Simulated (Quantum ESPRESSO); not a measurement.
**Ag2O under changes of volume**

One of the cells (17.503 Å³/atom); the others are scaled copies at fixed shape and fractional positions:

```
Ag O
1.0
     4.71800    0.00000    0.00000
     0.00000    4.71800    0.00000
     0.00000    0.00000    4.71800
Ag O
4 2
Direct
  0.75000 0.25000 0.75000
  0.75000 0.75000 0.25000
  0.25000 0.75000 0.75000
  0.25000 0.25000 0.25000
  0.50000 0.50000 0.50000
  0.00000 0.00000 0.00000
```

| Quantity | Value |
| --- | --- |
| Program | Quantum ESPRESSO 7.5 |
| Functional | PBEsol |
| Potentials or basis | GBRV 1.5 PBEsol |
| Cutoff | 762 eV |
| Density cutoff | 6095 eV |
| k mesh | 6 × 6 × 6 |
| Occupations | fermi-dirac, width 0.05 eV |
| Spin | no spin polarisation |

```tsv
volume (Å³/atom)	energy over the lowest point (meV/atom)	pressure (GPa)
16.453	19.42	5.9
16.803	8.24	3.5
17.153	?	?
17.503	0.00	-0.4
17.853	1.87	-2.1
18.204	7.07	-3.5
18.554	15.30	-4.8
```

Task: What does the run at 17.153 Å³/atom give?

Result: Energy over the lowest point 1.98 meV/atom; pressure 1.4 GPa.

Worked out: A Birch-Murnaghan fit of order 3 (a polynomial in V^(-2/3)) to the other rows has its minimum at 17.50 Å³/atom with B0 = V·E''(V) = 87 GPa and B' = 5.2. It gives 1.96 meV/atom at 17.153 Å³/atom, against the run's 1.98, and -dE/dV = 1.8 GPa, against 1.4.

Energies are extrapolated to zero smearing.
